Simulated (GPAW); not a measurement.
# Au (Im-3m) in GPAW: notebook, part 2 of 2

GPAW 26.7.0.

### 4 Fermi surface, PBEsol

This run uses another cell than the first one, of 18.94 Å³/atom, 1.040 times its volume.

The input, run.py:

```python
import json
import numpy as np
from ase import Atoms
from ase.dft.bandgap import bandgap
from ase.io import write
from ase.units import GPa
from gpaw import GPAW, PW, setup_paths

setup_paths.insert(0, '.')

atoms = Atoms(['Au'],
              cell=[[-1.679077672, 1.679077672, 1.679077672],
                    [1.679077672, -1.679077672, 1.679077672],
                    [1.679077672, 1.679077672, -1.679077672]],
              scaled_positions=[[0.0, 0.0, 0.0]],
              pbc=True)

calc = GPAW(mode=PW(510),
            xc='PBEsol',
            kpts={'size': (11, 11, 11), 'gamma': True},
            occupations={'name': 'fermi-dirac', 'width': 0.05},
            nbands=14,
            convergence={'density': 1e-05, 'energy': 1e-05},
            maxiter=150,
            txt='gpaw.txt')
atoms.calc = calc
energy = atoms.get_potential_energy()
forces = atoms.get_forces()
stress = atoms.get_stress()
calc.write('gs.gpw')
write('result.traj', atoms)
print(f'Energy: {energy:.6f} eV')
print('Forces (eV/A):')
print(forces.round(4))
print('Stress (GPa):', (stress / GPa).round(3))
print('Fermi level:', round(calc.get_fermi_level(), 4), 'eV')
print(f'Gap: {bandgap(calc)[0]:.4f} eV, direct: {bandgap(calc, direct=True)[0]:.4f} eV')

size = (18, 18, 18)
dense = calc.fixed_density(kpts={'size': size, 'gamma': True}, update_fermi_level=True,
                           convergence={'bands': 'CBM+2.0', 'eigenstates': 1e-7}, txt='dense.txt')
ef = dense.get_fermi_level()
index = np.round(dense.get_bz_k_points() * size).astype(int) % size
recip = 2 * np.pi * atoms.cell.reciprocal()
sheets = []
for s, e_kn in enumerate(dense.eigenvalues()):
    for n in range(e_kn.shape[1] - 2):
        if e_kn[:, n].min() < ef < e_kn[:, n].max():
            e = np.empty(size)
            e[tuple(index.T)] = e_kn[dense.get_bz_to_ibz_map(), n] - ef
            de = np.array([(np.roll(e, -1, c) - np.roll(e, 1, c)) * size[c] / 2 for c in range(3)])
            v = np.linalg.norm(np.einsum('vc,cxyz->vxyz', np.linalg.inv(recip), de), axis=0)
            w = np.exp(-(e / 0.1)**2) / (0.1 * np.pi**0.5)
            sheets.append({'spin': s, 'band': n, 'filled': (e < 0).mean(), 'dos': w.mean(), 'bottom': e.min(), 'top': e.max(),
                           'velocity': (w * v).sum() / w.sum() * 1.519267e5, 'slice': e[:, :, 0].round(3).tolist()})
            print(f'spin {s} band {n}: filled share {sheets[-1]["filled"]:.3f}, from {e.min():.3f} to {e.max():.3f} eV,',
                  f'{w.mean():.3f} states/eV, mean velocity {sheets[-1]["velocity"]:.3e} m/s')
print('Fermi level on the dense mesh:', round(ef, 4), 'eV,', len(sheets), 'sheets')
json.dump({'ef': ef, 'sheets': sheets}, open('fermi.json', 'w'))
```

Potentials or basis: PAW data sets generated in the run's folder for this functional, pw.

Command:

```sh
$ gpaw-setup -f PBEsol Au
$ OMP_NUM_THREADS=1 python run.py
```

gpaw.txt:

```text
__  _  _
 | _ |_)|_||  |
 |__||  | ||/\| - 26.7.0

Input parameters:
  mode=PW(ecut=510.0),
  convergence={'density': 1e-05, 'energy': 1e-05},
  kpts=MonkhorstPack(size=(11, 11, 11), gamma=True),
  maxiter=150,
  nbands=14,
  occupations=Occupations(name='fermi-dirac', width=0.05),
  xc=XC(name='PBEsol')

Diagonalizing LCAO Hamiltonian
Converting LCAO to pw mode

       Au

Atoms  # Å, Bohr magnetons
|   | symbol |        x |        y |        z |    initial magnetic moments |
|---|--------|----------|----------|----------|-----------------------------|
| 0 |     Au | 0.000000 | 0.000000 | 0.000000 | ( 0.0000,  0.0000,  0.0000) |

Unit cell  # Å
| periodic |         x |         y |         z |  lengths |     angles |
|----------|-----------|-----------|-----------|----------|------------|
|      yes | -1.679078 |  1.679078 |  1.679078 | 2.908248 | 109.471221 |
|      yes |  1.679078 | -1.679078 |  1.679078 | 2.908248 | 109.471221 |
|      yes |  1.679078 |  1.679078 | -1.679078 | 2.908248 | 109.471221 |

Number of symmetries: 48
Symmetry operations  # r_c * U_cc + t_c -> r_c
|    | kind |            matrix            |
|----|------|------------------------------|
|  0 |  σ   |  1, 1, 1,  0, 0,-1,  0,-1, 0 |
|  1 |  C4  |  1, 1, 1,  0, 0,-1, -1, 0, 0 |
|  2 |  C2  |  1, 1, 1,  0,-1, 0,  0, 0,-1 |
|  3 |  S6  |  1, 1, 1,  0,-1, 0, -1, 0, 0 |
|  4 |  S6  |  1, 1, 1, -1, 0, 0,  0, 0,-1 |
|  5 |  C4  |  1, 1, 1, -1, 0, 0,  0,-1, 0 |
|  6 |  E   |  1, 0, 0,  0, 1, 0,  0, 0, 1 |
|  7 |  σ   |  1, 0, 0,  0, 1, 0, -1,-1,-1 |
|  8 |  σ   |  1, 0, 0,  0, 0, 1,  0, 1, 0 |
|  9 |  C3  |  1, 0, 0,  0, 0, 1, -1,-1,-1 |
| 10 |  C3  |  1, 0, 0, -1,-1,-1,  0, 1, 0 |
| 11 |  σ   |  1, 0, 0, -1,-1,-1,  0, 0, 1 |
| 12 |  σ   |  0, 1, 0,  1, 0, 0,  0, 0, 1 |
| 13 |  C2  |  0, 1, 0,  1, 0, 0, -1,-1,-1 |
| 14 |  C3  |  0, 1, 0,  0, 0, 1,  1, 0, 0 |
| 15 |  S4  |  0, 1, 0,  0, 0, 1, -1,-1,-1 |
| 16 |  S4  |  0, 1, 0, -1,-1,-1,  1, 0, 0 |
| 17 |  C3  |  0, 1, 0, -1,-1,-1,  0, 0, 1 |
| 18 |  C3  |  0, 0, 1,  1, 0, 0,  0, 1, 0 |
| 19 |  S4  |  0, 0, 1,  1, 0, 0, -1,-1,-1 |
| 20 |  σ   |  0, 0, 1,  0, 1, 0,  1, 0, 0 |
| 21 |  C3  |  0, 0, 1,  0, 1, 0, -1,-1,-1 |
| 22 |  C2  |  0, 0, 1, -1,-1,-1,  1, 0, 0 |
| 23 |  S4  |  0, 0, 1, -1,-1,-1,  0, 1, 0 |
| 24 |  C4  |  0, 0,-1,  1, 1, 1,  0,-1, 0 |
| 25 |  σ   |  0, 0,-1,  1, 1, 1, -1, 0, 0 |
| 26 |  S6  |  0, 0,-1,  0,-1, 0,  1, 1, 1 |
| 27 |  C2  |  0, 0,-1,  0,-1, 0, -1, 0, 0 |
| 28 |  C4  |  0, 0,-1, -1, 0, 0,  1, 1, 1 |
| 29 |  S6  |  0, 0,-1, -1, 0, 0,  0,-1, 0 |
| 30 |  S6  |  0,-1, 0,  1, 1, 1,  0, 0,-1 |
| 31 |  C4  |  0,-1, 0,  1, 1, 1, -1, 0, 0 |
| 32 |  C4  |  0,-1, 0,  0, 0,-1,  1, 1, 1 |
| 33 |  S6  |  0,-1, 0,  0, 0,-1, -1, 0, 0 |
| 34 |  σ   |  0,-1, 0, -1, 0, 0,  1, 1, 1 |
| 35 |  C2  |  0,-1, 0, -1, 0, 0,  0, 0,-1 |
[... 80 lines left out ...]
    |    p |        |      26.504 |    1.323 |
    |    d |        |      20.296 |    1.323 |

    Using partial waves for Au as LCAO basis

Reference energy: -516455.655722  # eV

eigensolver:
  PPCG
  Converge bands: occupied
  niter=2

density mixing:
  MSR1-Mixer
  Pratt-step length: 0.05
  Maximum mixing coefficient: 0.75
  Old densities: 10
  SVD Regularization: 0.005
  Good broyden scale: 1.0
  Trust region scale: 1.0
  Backstep threshold: 4.0
  History deletion threshold: 6.0
  Fourier metric: weight=20.0, sigma=0.015

occupation numbers:
  Fermi-Dirac:
    width: 0.0500  # eV

poisson solver:
  ecut: 4080.0  # eV

xc functional:
  name: PBEsol with 2 nearest neighbor stencil

convergence criteria:
- Maximum integral of absolute [dens]ity change: 1e-05 electrons / valence electron
- Maximum [total energy] change in last 3 cyles: 1e-05 eV / valence electron
- Maximum integral of absolute [eigenst]ate change: 4e-08 eV^2 / valence electron
maximum number of iterations: 150

SCF iterations
|iter     | |      energy | eigst |  dens |
|---------|-|-------------|-------|-------|
|iter:   1| |   -4.069143 | -0.54 |       |
|iter:   2| |   -3.995912 | -2.89 | -1.06 |
|iter:   3| |   -3.742193 | -2.15 | -1.11 |
|iter:   4| |   -3.740084 | -4.52 | -2.04 |
|iter:   5| |   -3.739418 | -4.54 | -2.33 |
|iter:   6| |   -3.739418 | -7.47c| -3.90 |
|iter:   7| |   -3.739418c| -7.61c| -4.24 |
|iter:   8| |   -3.739418c| -8.93c| -5.25c|

Converged in 8 steps
Energy contributions relative to reference atoms: (reference = -516455.655722)

Energy contributions:
  Kinetic:         -16.303175
  Coulomb:          13.742549
  Zero:              0.136952
  External:          0.000000
  Xc:               -1.312910
  Entropy:          -0.005668
  Spinorbit:         0.000000
  ----------------------------
  Free energy:      -3.742252
  Extrapolated:     -3.739418

dipole moment: (-5.738525, -5.738525, -5.738525)  # |e|*Ang

Fermi level: 7.948
Eigenvalues  # (at kpt = [0.000, 0.000, 0.000])
| band index |      eig [eV] | occ [0-2] |
|------------|---------------|-----------|
|          0 |        -0.764 |     2.000 |
|          1 |         3.760 |     2.000 |
|          2 |         3.760 |     2.000 |
|          3 |         3.760 |     2.000 |
|          4 |         5.393 |     2.000 |
|          5 |         5.393 |     2.000 |
|          6 |        25.602 |     0.000 |
|          7 |        25.602 |     0.000 |
|          8 |        25.602 |     0.000 |
|          9 |        30.725 |     0.000 |
|         10 |        30.725 |     0.000 |
|         11 |        30.725 |     0.000 |
|         12 |        31.943 |     0.000 |
|         13 |        31.943 |     0.000 |

No gap
No difference between direct/indirect transitions

Forces  # eV/Ang
|        x |        y |       z |
|----------|----------|---------|
| -0.00000 | -0.00000 | 0.00000 |  # Au   0

Stress tensor  # eV/Ang^3
|        x |         y |         z |
|----------|-----------|-----------|
| 0.071316 |  0.000000 |  0.000000 |
| 0.000000 |  0.071316 | -0.000000 |
| 0.000000 | -0.000000 |  0.071316 |

# Writing to gs.gpw (mode='')
```

stdout:

```text
Energy: -3.739418 eV
Forces (eV/A):
[[-0. -0.  0.]]
Stress (GPa): [11.426 11.426 11.426 -0.     0.     0.   ]
Fermi level: 7.9476 eV
Gap: 0.0000 eV, direct: 0.0000 eV
spin 0 band 5: filled share 0.499, from -2.802 to 6.190 eV, 0.130 states/eV, mean velocity 1.227e+06 m/s
Fermi level on the dense mesh: 8.1255 eV, 1 sheets
```

dense.txt:

```text
Diagonalizing LCAO Hamiltonian
Converting LCAO to pw mode
convergence criteria:
- Maximum integral of absolute [eigenst]ate change: 1e-07 eV^2 / valence electron
maximum number of iterations: 150

SCF iterations
|iter     | |      energy | eigst |  dens |
|---------|-|-------------|-------|-------|
|iter:   1| |             | -0.99 |       |
|iter:   2| |             | -2.75 |       |
|iter:   3| |             | -4.14 |       |
|iter:   4| |             | -5.78 |       |
|iter:   5| |             | -7.19c|       |
SCF steps: 5
  __  _  _
 | _ |_)|_||  |
 |__||  | ||/\| - 26.7.0

Input parameters:
  mode=PW(ecut=510.0),
  convergence={'bands': 'CBM+2.0', 'eigenstates': 1e-07},
  gpts=array([16, 16, 16]),
  kpts=MonkhorstPack(size=(18, 18, 18), gamma=True),
  maxiter=150,
  nbands=14,
  occupations=Occupations(name='fermi-dirac', width=0.05),
  xc=XC(name='PBEsol')
```

Wall time 23 s (1 thread of Arm Neoverse V1, shared host); peak memory 0.17 GiB.

Results:

```yaml
Free_energy: -3.7423 eV
Pressure: -11.4 GPa
Band_gap_on_the_k_mesh: none (metal or under the smearing width)
```

Caveat: with this Au data set, volumes or pressures lay over 1.5 % or 2 GPa off other programs in two to four cells of ten; the cutoff is short for stress and forces, so pressures can be off by a GPa or more. The run has no spin-orbit coupling, so splittings on Au are missing.

### 5 Fermi surface, PBEsol

This run uses another cell than the first one, of 16.75 Å³/atom, 0.920 times its volume.

Changes to run.py since step 4:

```diff
@@ -11,5 +11,5 @@
 atoms = Atoms(['Au'],
-              cell=[[-1.679077672, 1.679077672, 1.679077672],
-                    [1.679077672, -1.679077672, 1.679077672],
-                    [1.679077672, 1.679077672, -1.679077672]],
+              cell=[[-1.6118413114, 1.6118413114, 1.6118413114],
+                    [1.6118413114, -1.6118413114, 1.6118413114],
+                    [1.6118413114, 1.6118413114, -1.6118413114]],
               scaled_positions=[[0.0, 0.0, 0.0]],
```

Potentials or basis: PAW data sets generated in the run's folder for this functional, pw.

Command:

```sh
$ gpaw-setup -f PBEsol Au
$ OMP_NUM_THREADS=1 python run.py
```

gpaw.txt:

```text
__  _  _
 | _ |_)|_||  |
 |__||  | ||/\| - 26.7.0

Input parameters:
  mode=PW(ecut=510.0),
  convergence={'density': 1e-05, 'energy': 1e-05},
  kpts=MonkhorstPack(size=(11, 11, 11), gamma=True),
  maxiter=150,
  nbands=14,
  occupations=Occupations(name='fermi-dirac', width=0.05),
  xc=XC(name='PBEsol')

Diagonalizing LCAO Hamiltonian
Converting LCAO to pw mode

       Au

Atoms  # Å, Bohr magnetons
|   | symbol |        x |        y |        z |    initial magnetic moments |
|---|--------|----------|----------|----------|-----------------------------|
| 0 |     Au | 0.000000 | 0.000000 | 0.000000 | ( 0.0000,  0.0000,  0.0000) |

Unit cell  # Å
| periodic |         x |         y |         z |  lengths |     angles |
|----------|-----------|-----------|-----------|----------|------------|
|      yes | -1.611841 |  1.611841 |  1.611841 | 2.791791 | 109.471221 |
|      yes |  1.611841 | -1.611841 |  1.611841 | 2.791791 | 109.471221 |
|      yes |  1.611841 |  1.611841 | -1.611841 | 2.791791 | 109.471221 |

Number of symmetries: 48
Symmetry operations  # r_c * U_cc + t_c -> r_c
|    | kind |            matrix            |
|----|------|------------------------------|
|  0 |  σ   |  1, 1, 1,  0, 0,-1,  0,-1, 0 |
|  1 |  C4  |  1, 1, 1,  0, 0,-1, -1, 0, 0 |
|  2 |  C2  |  1, 1, 1,  0,-1, 0,  0, 0,-1 |
|  3 |  S6  |  1, 1, 1,  0,-1, 0, -1, 0, 0 |
|  4 |  S6  |  1, 1, 1, -1, 0, 0,  0, 0,-1 |
|  5 |  C4  |  1, 1, 1, -1, 0, 0,  0,-1, 0 |
|  6 |  E   |  1, 0, 0,  0, 1, 0,  0, 0, 1 |
|  7 |  σ   |  1, 0, 0,  0, 1, 0, -1,-1,-1 |
|  8 |  σ   |  1, 0, 0,  0, 0, 1,  0, 1, 0 |
|  9 |  C3  |  1, 0, 0,  0, 0, 1, -1,-1,-1 |
| 10 |  C3  |  1, 0, 0, -1,-1,-1,  0, 1, 0 |
| 11 |  σ   |  1, 0, 0, -1,-1,-1,  0, 0, 1 |
| 12 |  σ   |  0, 1, 0,  1, 0, 0,  0, 0, 1 |
| 13 |  C2  |  0, 1, 0,  1, 0, 0, -1,-1,-1 |
| 14 |  C3  |  0, 1, 0,  0, 0, 1,  1, 0, 0 |
| 15 |  S4  |  0, 1, 0,  0, 0, 1, -1,-1,-1 |
| 16 |  S4  |  0, 1, 0, -1,-1,-1,  1, 0, 0 |
| 17 |  C3  |  0, 1, 0, -1,-1,-1,  0, 0, 1 |
| 18 |  C3  |  0, 0, 1,  1, 0, 0,  0, 1, 0 |
| 19 |  S4  |  0, 0, 1,  1, 0, 0, -1,-1,-1 |
| 20 |  σ   |  0, 0, 1,  0, 1, 0,  1, 0, 0 |
| 21 |  C3  |  0, 0, 1,  0, 1, 0, -1,-1,-1 |
| 22 |  C2  |  0, 0, 1, -1,-1,-1,  1, 0, 0 |
| 23 |  S4  |  0, 0, 1, -1,-1,-1,  0, 1, 0 |
| 24 |  C4  |  0, 0,-1,  1, 1, 1,  0,-1, 0 |
| 25 |  σ   |  0, 0,-1,  1, 1, 1, -1, 0, 0 |
| 26 |  S6  |  0, 0,-1,  0,-1, 0,  1, 1, 1 |
| 27 |  C2  |  0, 0,-1,  0,-1, 0, -1, 0, 0 |
| 28 |  C4  |  0, 0,-1, -1, 0, 0,  1, 1, 1 |
| 29 |  S6  |  0, 0,-1, -1, 0, 0,  0,-1, 0 |
[... 79 lines left out ...]
    projectors
    | kind |    occ | energy [eV] | rcut [Å] |
    |------|--------|-------------|----------|
    |   6s |  1.000 |      -5.766 |    1.323 |
    |   6p |  0.000 |      -0.708 |    1.323 |
    |   5d | 10.000 |      -6.915 |    1.323 |
    |    s |        |      21.446 |    1.323 |
    |    p |        |      26.504 |    1.323 |
    |    d |        |      20.296 |    1.323 |

    Using partial waves for Au as LCAO basis

Reference energy: -516455.655722  # eV

eigensolver:
  PPCG
  Converge bands: occupied
  niter=2

density mixing:
  MSR1-Mixer
  Pratt-step length: 0.05
  Maximum mixing coefficient: 0.75
  Old densities: 10
  SVD Regularization: 0.005
  Good broyden scale: 1.0
  Trust region scale: 1.0
  Backstep threshold: 4.0
  History deletion threshold: 6.0
  Fourier metric: weight=20.0, sigma=0.015

occupation numbers:
  Fermi-Dirac:
    width: 0.0500  # eV

poisson solver:
  ecut: 4080.0  # eV

xc functional:
  name: PBEsol with 2 nearest neighbor stencil

convergence criteria:
- Maximum integral of absolute [dens]ity change: 1e-05 electrons / valence electron
- Maximum [total energy] change in last 3 cyles: 1e-05 eV / valence electron
- Maximum integral of absolute [eigenst]ate change: 4e-08 eV^2 / valence electron
maximum number of iterations: 150

SCF iterations
|iter     | |      energy | eigst |  dens |
|---------|-|-------------|-------|-------|
|iter:   1| |   -4.130543 | -0.40 |       |
|iter:   2| |   -4.059593 | -2.89 | -1.06 |
|iter:   3| |   -3.789971 | -2.19 | -1.11 |
|iter:   4| |   -3.786861 | -4.25 | -2.07 |
|iter:   5| |   -3.785796 | -4.24 | -2.36 |
|iter:   6| |   -3.785795 | -7.22 | -3.78 |
|iter:   7| |   -3.785796c| -7.39 | -4.11 |
|iter:   8| |   -3.785796c| -8.92c| -5.22c|

Converged in 8 steps
Energy contributions relative to reference atoms: (reference = -516455.655722)

Energy contributions:
  Kinetic:          -7.473726
  Coulomb:           6.252804
  Zero:              0.160042
  External:          0.000000
  Xc:               -2.722437
  Entropy:          -0.004958
  Spinorbit:         0.000000
  ----------------------------
  Free energy:      -3.788275
  Extrapolated:     -3.785796

dipole moment: (-5.525812, -5.525812, -5.525812)  # |e|*Ang

Fermi level: 9.927
Eigenvalues  # (at kpt = [0.000, 0.000, 0.000])
| band index |      eig [eV] | occ [0-2] |
|------------|---------------|-----------|
|          0 |        -0.004 |     2.000 |
|          1 |         5.122 |     2.000 |
|          2 |         5.122 |     2.000 |
|          3 |         5.122 |     2.000 |
|          4 |         7.111 |     2.000 |
|          5 |         7.111 |     2.000 |
|          6 |        27.969 |     0.000 |
|          7 |        27.969 |     0.000 |
|          8 |        27.969 |     0.000 |
|          9 |        35.071 |     0.000 |
|         10 |        35.071 |     0.000 |
|         11 |        35.071 |     0.000 |
|         12 |        35.324 |     0.000 |
|         13 |        35.324 |     0.000 |

No gap
No difference between direct/indirect transitions

Forces  # eV/Ang
|       x |       y |       z |
|---------|---------|---------|
| 0.00000 | 0.00000 | 0.00000 |  # Au   0

Stress tensor  # eV/Ang^3
|         x |         y |         z |
|-----------|-----------|-----------|
| -0.040032 | -0.000000 | -0.000000 |
| -0.000000 | -0.040032 |  0.000000 |
| -0.000000 |  0.000000 | -0.040032 |

# Writing to gs.gpw (mode='')
```

dense.txt:

```text
Diagonalizing LCAO Hamiltonian
Converting LCAO to pw mode
convergence criteria:
- Maximum integral of absolute [eigenst]ate change: 1e-07 eV^2 / valence electron
maximum number of iterations: 150

SCF iterations
|iter     | |      energy | eigst |  dens |
|---------|-|-------------|-------|-------|
|iter:   1| |             | -0.83 |       |
|iter:   2| |             | -2.56 |       |
|iter:   3| |             | -3.97 |       |
|iter:   4| |             | -5.66 |       |
|iter:   5| |             | -7.08c|       |
SCF steps: 5
  __  _  _
 | _ |_)|_||  |
 |__||  | ||/\| - 26.7.0

Input parameters:
  mode=PW(ecut=510.0),
  convergence={'bands': 'CBM+2.0', 'eigenstates': 1e-07},
  gpts=array([15, 15, 15]),
  kpts=MonkhorstPack(size=(18, 18, 18), gamma=True),
  maxiter=150,
  nbands=14,
  occupations=Occupations(name='fermi-dirac', width=0.05),
  xc=XC(name='PBEsol')
```

It took 23 s on 1 thread of Arm Neoverse V1, shared host; peak memory 0.17 GiB.

Results:

* Free energy: -3.7883 eV
* Pressure: 6.4 GPa
* Band gap on the k mesh: none (metal or under the smearing width)

Levels at points of the mesh, in eV from the Fermi level:
```
           k point  band 3  band 4  band 5  band 6  band 7  band 8
(0.00, 0.00, 0.00)   -4.80   -4.80   -2.82   -2.82   18.04   18.04
```

Caveat: with this Au data set, volumes or pressures lay over 1.5 % or 2 GPa off other programs in two to four cells of ten; the cutoff is short for stress and forces, so pressures can be off by a GPa or more.

### 6 The runs side by side

| cell | gap on the mesh (eV) | pressure (GPa) |
| --- | --- | --- |
| Im-3m, 18.21 Å³/atom | none | -7.1 |
| Im-3m, 17.48 Å³/atom | none | -1.3 |
| Im-3m, 18.94 Å³/atom | none | -11.4 |
| Im-3m, 16.75 Å³/atom | none | 6.4 |

Alike in all rows: task Fermi surface; level PBEsol; potentials or basis PAW data sets generated in the run's folder for this functional, pw; no spin polarisation; k mesh 11 × 11 × 11; cutoff (eV) 510; smearing fermi-dirac 0.05 eV.

Every run on the cell as given and a fine mesh finds a metal.

Caveats: with this Au data set, volumes or pressures lay over 1.5 % or 2 GPa off other programs in two to four cells of ten; the cutoff is short for stress and forces, so pressures can be off by a GPa or more.

Absolute energies hang on the potentials; compare differences alone.
